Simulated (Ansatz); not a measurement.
As in several cubic structure types, each at its own equilibrium volume.

Level of theory: Ansatz 0.2.0 development build, PBE, plane waves, PAW datasets (generated soft set 1).

Settings: cutoff 420 eV; no spin polarisation; Fermi–Dirac smearing of 0.0612 eV; k-meshes 31³ (diamond), 44³ (fcc), 40³ (simple cubic).

Question: Rank the structures by energy per atom, lowest first.
A. simple cubic
B. fcc
C. diamond

Answer: A (0.0 meV/atom), C (200 meV/atom), B (431 meV/atom).

Question: Give the equilibrium volume and bulk modulus of each.

Answer: 
```json
{"structure": "diamond", "V₀ (Å³/atom)": "28.52", "B₀ (GPa)": "46"}
{"structure": "fcc", "V₀ (Å³/atom)": "19.31", "B₀ (GPa)": "79"}
{"structure": "simple cubic", "V₀ (Å³/atom)": "20.37", "B₀ (GPa)": "78"}
```

Only these cubic types are compared here; the real ground state can be another structure or magnetic.

Model structures, not the usual forms at ambient conditions (metastable or hypothetical): As (diamond type), As (fcc type), As (simple cubic type).
